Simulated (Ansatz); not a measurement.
GaN in the zincblende structure, relaxed with r2SCAN: 6 runs in the PAW code Ansatz, each a calculation of independent-particle optics. It is cubic, F-43m (No. 216); a = 4.498 Å in the conventional setting, 11.37 Å³ an atom. Around Ga lie 4 N at 1.95 Å; around N lie 4 Ga at 1.95 Å. (Simulation; no magnetic order is allowed.)

```
CELL_PARAMETERS angstrom
0.00000 2.24895 2.24895
2.24895 0.00000 2.24895
2.24895 2.24895 0.00000
ATOMIC_POSITIONS crystal
Ga 0.00000 0.00000 0.00000
N 0.25000 0.25000 0.25000
```

On meshes this coarse, single peaks can be features of the mesh. No local fields, no excitons; the zone sum runs over the cells of the mesh, and ε∞ includes the bands left out of the spectrum. Up to four peaks are listed, those above 15 % of the tallest and inside the complete range; the four can differ from row to row. Rows marked drawn have settings drawn at random (some not listed).

| functional | k mesh | broadening (eV) | scissors (eV) | range (eV) | settings | direct gap on the mesh before scissors (eV) | ε∞ xx | ε∞ yy | ε∞ zz | complete up to (eV) | tallest peaks of mean ε₂ (eV) |
| --- | --- | --- | --- | --- | --- | --- | --- | --- | --- | --- | --- |
| PBE | 8×8×8 | 0.1 | 0.00 | 0–14 | chosen | 1.76 | 6.05 | 6.05 | 6.05 | 14.0 | 6.50 7.30 9.05 11.45 |
| r2SCAN | 8×8×8 | 0.1 | 0.00 | 0–14 | chosen | 2.17 | 5.45 | 5.45 | 5.45 | 14.0 | 7.05 7.85 9.75 12.15 |
| PBE | 8×8×8 | 0.1 | 1.25 (to HSE06) | 0–14 | chosen | 1.76 | 5.27 | 5.27 | 5.27 | 14.0 | 7.75 8.55 10.30 12.70 |
| PBE+SOC | 8×8×8 | 0.1 | 0.00 | 0–14 | chosen | 1.75 | 6.06 | 6.06 | 6.06 | 14.0 | 6.55 7.30 9.05 11.50 |
| LDA | 8×8×8 | 0.05 | 0.60 | 2–10 | drawn | 1.77 | 5.72 | 5.72 | 5.72 | 10.0 | 7.00 7.15 7.80 9.50 |

Q: Estimate from these rows what the further settings give.
```tsv
functional	k mesh	broadening (eV)	scissors (eV)	range (eV)	settings
LDA	8×8×8	0.1	0.00	0–14	chosen
```

A:
```json
{"functional": "LDA", "k mesh": "8×8×8", "broadening (eV)": "0.1", "scissors (eV)": "0.00", "range (eV)": "0–14", "settings": "chosen", "direct gap on the mesh before scissors (eV)": "1.77", "ε∞ xx": "6.15", "ε∞ yy": "6.15", "ε∞ zz": "6.15", "complete up to (eV)": "14.0", "tallest peaks of mean ε₂ (eV)": "6.45 7.20 8.90 11.30"}
```

Only the levels marked +SOC include spin-orbit coupling.
